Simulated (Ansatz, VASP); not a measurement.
**SnO2 in two plane-wave programs**

Aim: how closely do two programs agree when they are given the same cell, functional and k mesh? The cell is taken from a series of runs on this material, whose earlier steps may have relaxed, scaled, displaced or heated it; both programs get it as it stands.

Main program and level: Ansatz 0.2.0; plane waves, with VASP 6.6.1 beside it; single point at PBEsol and single point at RPBE.

## (1) Starting point

It takes space group Imma (No. 74, orthorhombic). The conventional cell has a = 6.498 Å, b = 6.829 Å, c = 6.828 Å, α = 90.00°, β = 90.00°, γ = 90.00°. Nearest to Sn lie 6 O at 2.09 Å. Nearest to Sn lie 6 O at 2.09 to 2.10 Å. Nearest to O lie 3 Sn at 2.09 to 2.10 Å. Nearest to O lie 3 Sn at 2.09 Å. Farther neighbours and most contacts between anions are not listed.

As a file:

```xyz
12
Lattice="-3.2489 3.4145 3.4140 3.2489 -3.4145 3.4140 3.2489 3.4145 -3.4140" Properties=species:S:1:pos:R:3 pbc="T T T"
Sn   -1.6244    1.7072    1.7070
Sn    1.6244    1.7072    1.7070
Sn    3.2489   -1.7072    1.7316
Sn    0.0000    5.1217    1.6824
O     1.6068    1.7072    3.7998
O    -1.6068    1.7072    3.7998
O     0.0000    0.3858    1.6793
O     0.0000    3.0287    1.6793
O     3.2489    0.3858    1.7347
O     4.8557    1.7072   -0.3858
O     3.2489    3.0287    1.7347
O     1.6421    1.7072   -0.3858
```

## (2) VASP: single point, PBEsol

With cell and atoms fixed, the geometry can't cause a difference; cores, projectors, grids and the points listed under the comparison can.

Lines of VASP's logs that name or quote its potential files are left out, and so is its time.

File INCAR:

```
SYSTEM = SnO2
PREC = Accurate
ENCUT = 600
EDIFF = 1E-06
NELM = 120
ISMEAR = -1
SIGMA = 0.02
LREAL = .FALSE.
ALGO = Normal
GGA = PS
NBANDS = 64
LORBIT = 11
LWAVE = .FALSE.
LCHARG = .FALSE.
ISIF = 2
LASPH = .TRUE.
GGA_COMPAT = .FALSE.
EFERMI = MIDGAP
KPAR = 2
```

File POSCAR:

```
SnO2
1.0
   -3.2488970000      3.4144700000      3.4140210000
    3.2488970000     -3.4144700000      3.4140210000
    3.2488970000      3.4144700000     -3.4140210000
Sn O
4 8
Direct
    0.5000000000      0.0000000000      0.0000000000
    0.5000000000      0.5000000000      0.5000000000
    0.0035990000      0.7535990000      0.2500000000
    0.9964010000      0.2464010000      0.7500000000
    0.8064960000      0.8037740000      0.4972780000
    0.8064960000      0.3092180000      0.0027220000
    0.3024350000      0.2459400000      0.0564950000
    0.6894450000      0.2459400000      0.4435050000
    0.3105550000      0.7540600000      0.5564950000
    0.1935040000      0.6907820000      0.9972780000
    0.6975650000      0.7540600000      0.9435050000
    0.1935040000      0.1962260000      0.5027220000
```

File KPOINTS:

```
Automatic mesh
0
Gamma
6 6 6
0 0 0
```

Potentials, in the order of the species: Sn_d and O (PBE family, release 64).

The run is started by

```bash
mpirun -np 2 vasp_std
```

Numbers of over 12 decimals in the logs are rounded to 6 here.

Output:

```text
[banner, memory and clock lines left out]
running    2 mpi-ranks, on    1 nodes
 distrk:  each k-point on    1 cores,    2 groups
 distr:  one band on    1 cores,    1 groups

 POSCAR found type information on POSCAR SnO
 POSCAR found :  2 types and      12 ions
|                                                                             |
|               ----> ADVICE to this user running VASP <----                  |
|                                                                             |
|     You enforced a specific xc type in the INCAR file but a different       |
|     [... a line on the potential file left out ...]
|     I HOPE YOU KNOW WHAT YOU ARE DOING!                                     |
|                                                                             |

 LDA part: xc-table for (Slater+PW92), standard interpolation
 POSCAR, INCAR and KPOINTS ok, starting setup
 FFT: planning ... GRIDC
 FFT: planning ... GRID_SOFT
 FFT: planning ... GRID
 WAVECAR not read
 entering main loop
       N       E                     dE             d eps       ncg     rms          rms(c)
DAV:   1     0.167653935452E+04    0.16765E+04   -0.52785E+04  6856   0.278E+03
DAV:   2     0.288060420616E+03   -0.13885E+04   -0.13151E+04  6120   0.852E+02
DAV:   3    -0.568782283082E+02   -0.34494E+03   -0.33554E+03  6384   0.294E+02
DAV:   4    -0.890316454998E+02   -0.32153E+02   -0.31758E+02  7336   0.970E+01
DAV:   5    -0.899958330614E+02   -0.96419E+00   -0.96080E+00  6960   0.177E+01    0.203E+01
DAV:   6    -0.792180285230E+02    0.10778E+02   -0.36946E+01  9344   0.669E+01    0.785E+00
DAV:   7    -0.793808688027E+02   -0.16284E+00   -0.41539E+00  6584   0.834E+00    0.449E+00
DAV:   8    -0.793034557622E+02    0.77413E-01   -0.66259E-01  8336   0.497E+00    0.118E+00
DAV:   9    -0.792661565293E+02    0.37299E-01   -0.17262E-01  9032   0.399E+00    0.200E-01
DAV:  10    -0.792672472456E+02   -0.10907E-02   -0.13013E-02  8104   0.818E-01    0.842E-02
DAV:  11    -0.792673783128E+02   -0.13107E-03   -0.76485E-04  8584   0.213E-01    0.343E-02
DAV:  12    -0.792673852839E+02   -0.69711E-05   -0.59189E-05  7240   0.469E-02    0.246E-02
DAV:  13    -0.792673783663E+02    0.69175E-05   -0.22166E-05  6816   0.304E-02    0.213E-03
DAV:  14    -0.792673779162E+02    0.45014E-06   -0.34753E-06  5624   0.106E-02
   1 F= -.79267378E+02 E0= -.79267378E+02  d E =-.105211E-07
```

Parts of OUTCAR (step 2):

```text
ion  position               nearest neighbor table
   1  0.500  0.000  0.000-   6 2.09  10 2.09   7 2.09  11 2.09   8 2.09   9 2.09   2 3.25   2 3.25

  LATTYP: Found a body centered orthorhombic cell.
 ALAT       =     6.4977940000
 B/A-ratio  =     1.0508246337
 C/A-ratio  =     1.0509628345

 Subroutine GETGRP returns: Found  8 space group operations
 (whereof  4 operations were pure point group operations)

The static configuration has the point symmetry C_2h.
 The point group associated with its full space group is D_2h.

 Found     46 irreducible k-points:

   k-points           NKPTS =     46   k-points in BZ     NKDIM =     46   number of bands    NBANDS=     64

   dimension x,y,z NGX =    48 NGY =   48 NGZ =   48
   dimension x,y,z NGXF=    96 NGYF=   96 NGZF=   96

   ENCUT  =  600.0 eV  44.10 Ry    6.64 a.u.  11.62 11.62 11.62*2*pi/ulx,y,z

   NELECT =     104.0000    total number of electrons

 k-points in reciprocal lattice and weights: Automatic mesh
   0.00000000  0.00000000  0.00000000       0.005
   0.16666667  0.00000000  0.00000000       0.019
   0.33333333  0.00000000  0.00000000       0.019
   0.50000000  0.00000000 -0.00000000       0.009
  -0.00000000  0.16666667  0.00000000       0.019
   0.16666667  0.16666667  0.00000000       0.037
   0.33333333  0.16666667 -0.00000000       0.037
   0.50000000  0.16666667  0.00000000       0.037
  -0.33333333  0.16666667  0.00000000       0.037
[...]
-0.33333333 -0.33333333  0.33333333       0.009
   0.50000000  0.50000000  0.50000000       0.005

 average (electrostatic) potential at core
       1 -99.9626       2 -99.9626       3 -99.9626       4 -99.9626       5 -68.4937
       6 -68.4937       7 -68.4938       8 -68.4938       9 -68.4938      10 -68.4937
      11 -68.4938      12 -68.4937

 E-fermi :   5.6245

 k-point     1 :       0.0000    0.0000    0.0000
  band No.  band energies     occupation
    ...
     48       4.5711      2.00000
     49       4.5821      2.00000
     50       4.6146      2.00000
     51       4.6246      2.00000
     52       5.3610      2.00000
     53       5.8870      0.00000
     54       9.5623      0.00000
     55       9.5650      0.00000
     56      10.8798      0.00000
     57      11.2110      0.00000
    ...

 k-point     2 :       0.1667    0.0000    0.0000
  band No.  band energies     occupation
    ...
     48       4.3549      2.00000
     49       4.5107      2.00000
     50       4.5124      2.00000
     51       4.6320      2.00000
     52       5.2277      2.00000
     53       6.6552      0.00000
     54       9.8355      0.00000
     55       9.8390      0.00000
     56      10.6373      0.00000
     57      11.3370      0.00000
    ...

 k-point     3 :       0.3333    0.0000    0.0000
  band No.  band energies     occupation
    ...
     48       4.3892      2.00000
     49       4.4516      2.00000
     50       4.4560      2.00000
     51       4.6743      2.00000
     52       4.9396      2.00000
     53       7.9066      0.00000
     54      10.0662      0.00000
     55      10.5392      0.00000
     56      10.5445      0.00000
     57      11.6824      0.00000
    ...

  Total       -6.7416318     -5.3596107     -5.3368170      0.0000000     -0.0000000      0.0000000
  in kB      -71.3001077    -56.6837274    -56.4426598      0.0000000     -0.0000000      0.0000000
  external PRESSURE =     -61.4754983 kB  Pullay stress =       0.0000000 kB

  energy-cutoff  :      600.00
  volume of cell :      151.49
      direct lattice vectors                 reciprocal lattice vectors
    -3.248897000  3.414470000  3.414021000     0.000000000  0.146435611  0.146454869
     3.248897000 -3.414470000  3.414021000     0.153898385  0.000000000  0.146454869
     3.248897000  3.414470000 -3.414021000     0.153898385  0.146435611  0.000000000

 POSITION                                       TOTAL-FORCE (eV/Angst)
 -----------------------------------------------------------------------------------
     -1.62445      1.70724      1.70701        -0.000000     -0.000000      0.000000
      1.62445      1.70724      1.70701        -0.000000     -0.000000      0.000000
      3.24890     -1.70723      1.73158        -0.000000     -0.000000     -0.058748
      0.00000      5.12171      1.68244         0.000000      0.000000      0.058748
      1.60676      1.70724      3.79978         0.037774     -0.000000      0.075634
     -1.60676      1.70723      3.79978        -0.037774      0.000000      0.075634
     -0.00000      0.38580      1.67929        -0.000000      0.076497      0.032562
      0.00000      3.02867      1.67929        -0.000000     -0.076497      0.032562
      3.24890      0.38580      1.73473        -0.000000      0.076497     -0.032562
      4.85566      1.70723     -0.38576         0.037774      0.000000     -0.075634
      3.24890      3.02867      1.73473         0.000000     -0.076497     -0.032562
      1.64214      1.70723     -0.38576        -0.037774      0.000000     -0.075634
 -----------------------------------------------------------------------------------
    total drift:                                0.000000      0.000000     -0.000000

  FREE ENERGIE OF THE ION-ELECTRON SYSTEM (eV)
  ---------------------------------------------------
  free  energy   TOTEN  =       -79.2673779162 eV

  energy  without entropy=      -79.2673779057  energy(sigma->0) =      -79.26737791

 total charge
# of ion       s       p       d       tot
------------------------------------------
    1        0.884   1.035  10.330  12.249
    2        0.884   1.035  10.330  12.249
    3        0.884   1.035  10.329  12.249
    4        0.884   1.035  10.329  12.249
    5        1.553   3.458   0.000   5.010
    6        1.553   3.458   0.000   5.010
    7        1.553   3.458   0.000   5.010
    8        1.553   3.458   0.000   5.010
    9        1.553   3.458   0.000   5.010
   10        1.553   3.458   0.000   5.010
   11        1.553   3.458   0.000   5.010
   12        1.553   3.458   0.000   5.010
--------------------------------------------------
tot         15.958  31.802  41.318  89.078

[... 3 further parts left out ...]
```

The run ends at a pressure of -6.15 GPa, with forces up to 0.085 eV/Å.

## (3) Ansatz: single point, PBEsol

Ansatz runs on its default PAW (the set named soft_2) files.

The same cell, functional, mesh and smearing now go to Ansatz, which takes its cutoff from its data sets.

File input.yaml:

```yaml
crystal:
  lattice:
    - [-3.248897, 3.41447, 3.414021]
    - [3.248897, -3.41447, 3.414021]
    - [3.248897, 3.41447, -3.414021]
  atoms:
    - { symbol: Sn, position: [0.5, 0.0, 0.0] }
    - { symbol: Sn, position: [0.5, 0.5, 0.5] }
    - { symbol: Sn, position: [0.003599, 0.753599, 0.25] }
    - { symbol: Sn, position: [0.996401, 0.246401, 0.75] }
    - { symbol: O, position: [0.806496, 0.803774, 0.497278] }
    - { symbol: O, position: [0.806496, 0.309218, 0.002722] }
    - { symbol: O, position: [0.302435, 0.24594, 0.056495] }
    - { symbol: O, position: [0.689445, 0.24594, 0.443505] }
    - { symbol: O, position: [0.310555, 0.75406, 0.556495] }
    - { symbol: O, position: [0.193504, 0.690782, 0.997278] }
    - { symbol: O, position: [0.697565, 0.75406, 0.943505] }
    - { symbol: O, position: [0.193504, 0.196226, 0.502722] }
kpoints:
  mp_grid: { grid: [6, 6, 6] }
  band_path:
    path:
      - [[0.0, 0.0, 0.0], [0.5, -0.5, 0.5], [0.476342, -0.476342, 0.523658]]
      - [[-0.476342, 0.476342, 0.476342], [0.0, 0.0, 0.0], [0.499934, 0.499934, -0.499934]]
      - [[0.500066, -0.499934, 0.499934], [0.5, -0.5, 0.5]]
      - [[0.0, 0.0, 0.0], [0.0, 0.5, 0.0], [0.25, 0.25, 0.25], [0.5, 0.0, 0.0], [0.0, 0.0, 0.0]]
    npoints: 10
scf:
  occupations: { method: fermi_dirac, width: 0.02 }
  n_extra_bands: 28
hamiltonian:
  xc: pbesol
  pseudopotentials: { kind: paw }
output:
  forces: true
  stress: true
  dos:
    projected: true
    de: 0.05
    e_range: [-28, 12]
    nscf_kmesh: { grid: [8, 8, 8] }
  fatbands: true
```

The run is started by

```bash
ansatz run input.yaml --threads 4 --pin off --max-ram 8192MiB --backend cpu --events-out ev --progress --plain --runs-dir out
```

Output:

```text
scf.n_extra_bands = 28 over 52 filled bands (N_el = 104.0): the run solves 80 bands
Engine: ansatz 0.2.0, x86_64-unknown-linux-gnu
Pseudopotentials: kind: paw
Pseudopotential: Sn, paw, valence charge 14, recommended cutoff 420 eV (normal), Sn.paw.azcp
Pseudopotential: O, paw, valence charge 6, recommended cutoff 420 eV (normal), O.paw.azcp
Functional definition: PBEsol
  exchange = pbesol_x
  correlation = pbesol_c
Crystal: 12 atoms, lattice volume = 151.491 Å³
Basis set: ecut = 420 eV, 2975 PW (Γ), exchange–correlation on 80×80×80 points (8 copies of the dense FFT grid, shifted against one another)
Bands: 80, of which v1, the nominal top of the filled ones, is band 52 counted from 1 (51 counted from 0)
Symmetry: 8 space group operations
Space group: Imma (ITA 74), of the structure as read, at distance tolerance 5.3e-5 Å
k-points: 46 of 216
Non-local potential: Sn, projectors of the file, l = 0: 2, l = 1: 2, l = 2: 2, l = 3: 2
Non-local potential: O, projectors of the file, l = 0: 2, l = 1: 2, l = 2: 1
PAW form: soft (Blöchl's): semilocal exchange-correlation on the pseudo side does not see the compensation charge
PAW frozen core: Sn, regenerated for the run's functional, and the local potential with it (the file was generated under x = pbe(κ = 0.804, μ = 0.219515), c = pbe(β = 0.066725))
PAW frozen core: O, regenerated for the run's functional, and the local potential with it (the file was generated under x = pbe(κ = 0.804, μ = 0.219515), c = pbe(β = 0.066725))
PAW one-centre angular grid: Sn, 590 points (default); XC on 64 Gauss nodes
PAW one-centre angular grid: O, 110 points (default); XC on 64 Gauss nodes
Initial density: superposition of atomic densities (neutral atoms: chi_scale 0, normalization atom), corrected by the library's trained network
Initial wavefunctions: pseudopotential atomic-orbital guess
Functional: x = pbesol(κ = 0.804, μ = 0.123457), c = pbesol(β = 0.046)
SCF iter   1: F=—  HF=-28286.110122 eV  |F-HF|=—  |Δ(HF+E_count)|=         —  Δρ=1.63e-2  dr2=3.24e-1  ethr=1.77e-3  ⟨swp⟩=5.8  Hψ=15610  notcnv=0  defer=426
preconditioner: auto → Resta (q_TF=auto, 2.563 Å⁻¹)  ε∞=2.9  [insulator: Δε(μ)=0.391 eV  Ē_g=22.333 eV  σ=0.020 eV  W_gap=1.00  n_scr=42 (ndim 8)  ℏωp=30.8 eV  f_vac=0.037  D(μ)=0.00/eV (n_scr^D=0)  ε∞_Penn≈2.9]
SCF iter   2: F=—  HF=-28286.020080 eV  |F-HF|=—  |Δ(HF+E_count)|=   9.00e-2  Δρ=3.04e-3  dr2=6.59e-3  ethr=3.12e-4  ⟨swp⟩=2.0  Hψ=5293  notcnv=0  defer=1036
SCF iter   3: F=—  HF=-28286.018444 eV  |F-HF|=—  |Δ(HF+E_count)|=   1.64e-3  Δρ=1.13e-3  dr2=1.31e-3  ethr=6.34e-6  ⟨swp⟩=2.0  Hψ=4940  notcnv=0  defer=1036
SCF iter   4: F=—  HF=-28286.018536 eV  |F-HF|=—  |Δ(HF+E_count)|=   9.19e-5  Δρ=3.07e-4  dr2=1.22e-4  ethr=1.26e-6  ⟨swp⟩=2.7  Hψ=4767  notcnv=0  defer=1036
SCF iter   5: F=—  HF=-28286.018583 eV  |F-HF|=—  |Δ(HF+E_count)|=   4.72e-5  Δρ=3.69e-5  dr2=2.37e-6  ethr=1.17e-7  ⟨swp⟩=2.7  Hψ=4521  notcnv=0  defer=1036
SCF iter   6: F=—  HF=-28286.018604 eV  |F-HF|=—  |Δ(HF+E_count)|=   2.09e-5  Δρ=1.63e-5  dr2=3.44e-7  ethr=2.28e-9  ⟨swp⟩=2.0  Hψ=4314  notcnv=0  defer=1036
SCF iter   7: F=—  HF=-28286.018604 eV  |F-HF|=—  |Δ(HF+E_count)|=   6.39e-9  Δρ=1.23e-5  dr2=1.97e-7  ethr=9.62e-11  ⟨swp⟩=14.0  Hψ=22021  notcnv=0
SCF iter   8: F=-28286.018604 eV  HF=-28286.018604 eV  |F-HF|=2.42e-8  |Δ(HF+E_count)|=   3.02e-8  Δρ=4.80e-6  dr2=3.06e-8  ethr=9.62e-11  ⟨swp⟩=3.9  Hψ=10386  notcnv=0
SCF 1 converged in 8 iterations: F = -28286.018604 eV  dr2 = 3.06e-8
  greatest PAW one-centre occupation: 0.996 electrons in one spin orbital (limit 2), on the Sn atom at site 1 (counted from 0), in its partial waves of l = 2
NSCF: frozen V_eff on 94 k-points
NSCF: frozen V_eff on 95 k-points
SCF converged after 8 iterations
Free energy (F): -28286.018604 eV
Harris-Foulkes:  -28286.018604 eV  (|F-HF|=2.42e-8)
Internal energy: -28286.018604 eV  (E = F + TS)
E sigma→0 (E₀):  -28286.018604 eV
Fermi energy:    8.825833 eV
--- Per-component energies (eV) ---
  E_band       = -326.273362
  E_kinetic    = 2149.008870
  E_local      = -5930.247816  (includes V_loc(G=0)·N_el)
  E_nonlocal   = 276.648959
  E_hartree    = 3035.460501
  E_xc         = -2084.633030
  E_vxc        = -1119.713155  (∫ρ·V_xc dr)
  E_paw        = -17523.584086  (= ΣΔE_a)
  E_vpaw       = -1772.912271  (= ΣTr[D̂ρ^β])
  E_aug_tail   = 0.019584  (compensation charges beyond the density's cutoff)
  E_ewald      = -8210.113249
  E_core_change = 1.421662  (= ΣΔE_core)
  E_smearing   = -0.000000  (= −TS)
  E_closure    = 0.000000  (closes the sum)
  Σ components = -28286.018604   (vs F -28286.018604, Δ=0.00e0)
--- Forces (eV/Å), atoms counted from 1 ---
  atom   1  Sn     0.00000000     0.00000000     0.00000000
  atom   2  Sn     0.00000000     0.00000000    -0.00000000
  atom   3  Sn     0.00000000     0.00000000    -0.05929679
  atom   4  Sn     0.00000000     0.00000000     0.05929679
  atom   5  O      0.03920977     0.00000000     0.09005012
  atom   6  O     -0.03920977     0.00000000     0.09005012
  atom   7  O      0.00000000     0.09073581     0.03355637
  atom   8  O      0.00000000    -0.09073581     0.03355637
  atom   9  O      0.00000000     0.09073581    -0.03355637
  atom  10  O      0.03920977     0.00000000    -0.09005012
  atom  11  O      0.00000000    -0.09073581    -0.03355637
  atom  12  O     -0.03920977     0.00000000    -0.09005012
  max |Σ_I F_I| component: 1.39e-17 eV/Å
--- Stress (GPa, compression-positive) ---
       -7.735231       0.000000       0.000000
        0.000000      -6.005211       0.000000
        0.000000       0.000000      -5.979004
  P = ⅓ Tr σ = -6.5731 GPa (-65.731 kbar)
--- Band table (eV; the first three rows and the last of 46) ---
  k-point 0: bands = [... 48 lower, 7.7824, 7.8179, 7.8271, 8.5592, 9.0915, 12.7717, 12.7744, 14.0898, ... 24 higher]
  k-point 1: bands = [... 48 lower, 7.7504, 7.7807, 7.8350, 8.4545, 9.9395, 12.9159, 12.9902, 14.1070, ... 24 higher]
  k-point 2: bands = [... 48 lower, 7.7220, 7.8094, 7.8968, 8.2589, 11.2808, 13.0106, 13.5374, 14.1803, ... 24 higher]
  k-point 45: bands = [... 48 lower, 7.3689, 7.3703, 7.7061, 7.7078, 12.7116, 12.7125, 14.0194, 14.0266, ... 24 higher]
```

The column dr2 measures how far the density is from self-consistency, as an energy; F and HF (Harris–Foulkes) agree once it is small.

## (4) Differences

Known differences besides the potentials themselves: the cutoff is 420 eV in Ansatz and 600 eV in VASP; Ansatz makes its cores anew for this functional, VASP keeps those of its PBE data sets. Total energies have different zeros and are not compared.

Compared:

| quantity | Ansatz | VASP | difference |
| --- | --- | --- | --- |
| pressure (GPa) | -6.57 | -6.15 | -0.43 |
| gap on the k mesh (eV) | 0.532 | 0.526 | +0.006 |

Forces on 7 of the 12 atoms, those with the largest forces and the largest differences (eV/Å; atoms numbered as in POSCAR):

| atom | Ansatz x, y, z | VASP x, y, z |
| --- | --- | --- |
| O5 | 0.039, 0.000, 0.090 | 0.038, 0.000, 0.076 |
| O6 | -0.039, 0.000, 0.090 | -0.038, 0.000, 0.076 |
| O8 | 0.000, -0.091, 0.034 | 0.000, -0.076, 0.033 |
| O9 | 0.000, 0.091, -0.034 | 0.000, 0.076, -0.033 |
| O10 | 0.039, 0.000, -0.090 | 0.038, 0.000, -0.076 |
| O11 | 0.000, -0.091, -0.034 | 0.000, -0.076, -0.033 |
| O12 | -0.039, 0.000, -0.090 | -0.038, 0.000, -0.076 |

The forces differ by 6.8 meV/Å r.m.s., which is 16.2 % of the r.m.s. force of 0.042 eV/Å (both taken over all components). A gap on the mesh is an upper bound, since the band edges may lie between its points.

(Continued in part 2 of 2.)

[Lines on the potential files, build, host, timing and source positions are cut from VASP's logs without a mark.]

[Logs are printed without paths, hosts, clocks, repeated set-up lines and the standing remarks that a program may print on its own settings, such as how far it seeks lower states.]

[Hosts, paths, dates, database ids (printed as entryN), source tags and the programs' standing remarks are cut or masked in the printed files.]
